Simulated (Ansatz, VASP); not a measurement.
**CdF2: VASP beside Ansatz**

```
Cd F
1.0
     1.82692   -3.16299    0.00000
     1.82692    3.16299    0.00000
     0.00001    0.00000    7.17601
Cd F
2 4
Direct
  0.67072 0.00400 0.16419
  0.00400 0.67072 0.66419
  0.33737 0.33736 0.27666
  0.00402 0.67071 0.02538
  0.67071 0.00402 0.52538
  0.33736 0.33737 0.77666
```

Alike in both runs: functional PBE; dispersion D3(BJ); k mesh 6 × 6 × 2; occupations gaussian, width 0.1 eV; no spin polarisation.

Ansatz relaxed the structure, and its values are those at the end. VASP's run is a single point on that final structure, the one shown.

|  | VASP | Ansatz |
| --- | --- | --- |
| version | VASP 6.6.1 | Ansatz 0.2.0 |
| potentials or method | VASP PAW PBE potentials, release 64 (Cd, F) | scalar-relativistic, plane waves, PAW |
| plane-wave cutoff (eV) | 520 | 420 |
| valence electrons in the cell | 52 | 68 |

Ansatz gave:

| Quantity | Value |
| --- | --- |
| gap on the k mesh at the Fermi level (eV) | 2.85 |
| least direct gap on the mesh (eV) | 2.97 |
| pressure (GPa) | 0.0 |
| rms of the force components (eV/Å) | 0.007 |

Q: Which values does VASP return?

A: gap on the k mesh at the Fermi level (eV): 2.82; least direct gap on the mesh (eV): 2.94; pressure (GPa): 0.7; rms of the force components (eV/Å): 0.024.

The two sets of potentials don't hold the same shells in valence.

Caveats: the k mesh is coarse (spacing up to 0.44 Å⁻¹), so the values aren't converged. Expect the measured gap to be larger: semilocal functionals such as PBE lack the derivative discontinuity. A k mesh can miss the band edges.
